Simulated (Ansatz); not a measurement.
## Zone-centre phonons of HgTe at 5 GPa: input and output

Method: Ansatz, DFT PBEsol, scalar-relativistic, plane waves, PAW.

Launched with:
```bash
ansatz run input.yaml --threads 1 --pin off --max-ram 3072MiB --backend cpu --events-out ev --progress --plain --runs-dir out
```

Input (bare energies are in eV):
```yaml
crystal:
  lattice:
    - [0.0, 3.1552452601, 3.1552452601]
    - [3.1552452601, 0.0, 3.1552452601]
    - [3.1552452601, 3.1552452601, 0.0]
  atoms:
    - { symbol: Hg, position: [0.0, 0.0, 0.0] }
    - { symbol: Te, position: [0.75, 0.75, 0.75] }
basis:
  ecutwfc: 420
kpoints:
  mp_grid: { grid: [12, 12, 12] }
hamiltonian:
  xc: pbesol
scf:
  occupations: { method: fermi_dirac, width: 0.15 }
output:
  eigenvalues: true
phonons:
  method: dfpt
  eigenvectors: true
```

Results section of the output:
```
--- Phonons (Γ-DFPT): 2 representative perturbations + reference, on 163 of 1728 k-points (Σ response iterations 6) ---
  k mesh reduced under 8 symmetry operations, with k and −k counted as one. Each operation leaves every solved displacement unchanged or reverses it
  ASR residual: 5.584e-5 → 0.000e0 eV/Å²; symmetrization residual: 5.238e-5 eV/Å²
  ASR residual per site (eV/Å²): 5.58e-5 2.03e-5
  Γ frequencies (cm⁻¹): 0.00 0.00 0.00 133.70 133.70 133.70
  non-analytic LO–TO correction: not included (Born effective charges unavailable; polar crystals: no LO–TO splitting at Γ)
```

The run took 29 s on 1 thread of AMD EPYC 9R45 96-Core Processor (Zen 5) (shared host), peak memory 0.93 GiB.

Without a gap, frequencies and elastic constants depend on the k mesh and the smearing, soft modes and shear constants most. Spin–orbit coupling is left out, which can shift energies with elements as heavy as these.

The bands only touch here, so at this level the crystal is a zero-gap semiconductor or semimetal, not an ordinary metal; spin–orbit coupling, left out, moves these levels but leaves zinc-blende mercury chalcogenides without a gap.